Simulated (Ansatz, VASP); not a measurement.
Given: the input of a run of VASP 6.6.1 on Ag.

Contents of INCAR:

```
PREC = Accurate ; ENCUT = 600
EDIFF = 1E-6 ; ISMEAR = -1
SIGMA = 0.05 ; LREAL = F
LASPH = T ; NELM = 100
ALGO = Normal ; ISIF = 3
LWAVE = F ; LCHARG = F
GGA = PS ; IVDW = 13
IBRION = 2 ; NSW = 60
EDIFFG = -0.02
```

Contents of KPOINTS:

```
Automatic mesh
0
Gamma
  11 11 11
```

The input POSCAR:

```
Ag
1.0
   -1.6556540000      1.6556540000      1.6556540000
    1.6556540000     -1.6556540000      1.6556540000
    1.6556540000      1.6556540000     -1.6556540000
Ag
1
Direct
    0.0000000000      0.0000000000      0.0000000000
```

Potentials or basis: VASP PAW PBE potentials, release 64 (Ag).

Launch:

```console
$ cat potpaw_PBE.64/Ag/POTCAR > POTCAR
$ mpirun -np 1 vasp_std > vasp.out
```

Q: Translate it to Ansatz 0.2.0. Potentials there: Ansatz PAW.

A: As run (the cutoff follows the program's own potentials):

File input.yaml:

```yaml
crystal:
  lattice:
    - [-1.655654, 1.655654, 1.655654]
    - [1.655654, -1.655654, 1.655654]
    - [1.655654, 1.655654, -1.655654]
  atoms:
    - { symbol: Ag, position: [0.0, 0.0, 0.0] }
hamiltonian:
  xc: pbesol
  pseudopotentials: { kind: paw }
  dispersion: d4
kpoints:
  mp_grid: { grid: [11, 11, 11] }
scf:
  occupations: { method: fermi_dirac, width: 0.05 }
output:
  forces: true
  stress: true
  eigenvalues: true
relax:
  f_tol: 0.01
  max_steps: 40
  cell: { stress_tol: 0.05 }
```

Potentials or basis: Ansatz PAW.

The run is started by

```bash
$ ansatz run input.yaml --threads 2 --pin off --max-ram 5632MiB --backend cpu --events-out ev --progress --plain --runs-dir out
```

Both were run:

|  | VASP | Ansatz | Ansatz less VASP |
| --- | --- | --- | --- |
| gap on the k mesh at the Fermi level, each at its own relaxed structure (eV) | none | none | - |
| relaxed volume (Å³/atom) | 16.35 | 16.37 | +0.016 |
| relaxed cell length with the largest relative difference (Å) | 2.770 | 2.770 | +0.0009 |
| energy change over the relaxation (meV/atom) | -64 | -62 | +2.0 |

A gap of «none» marks a metal or a gap that the smearing closes. The two sets of potentials don't hold the same shells in valence.

Caveats: pairwise dispersion overbinds metals, which lowers pressure and volume; the PAW data sets were made with another functional, which shifts forces and pressure a little (VASP); the plane-wave basis is chosen anew once the cell has moved, so the energies of steps on either side of that aren't comparable (Ansatz); the PAW data sets come from PBE, with cores solved anew for the run's functional, which leaves a small shift of forces and pressure (Ansatz).
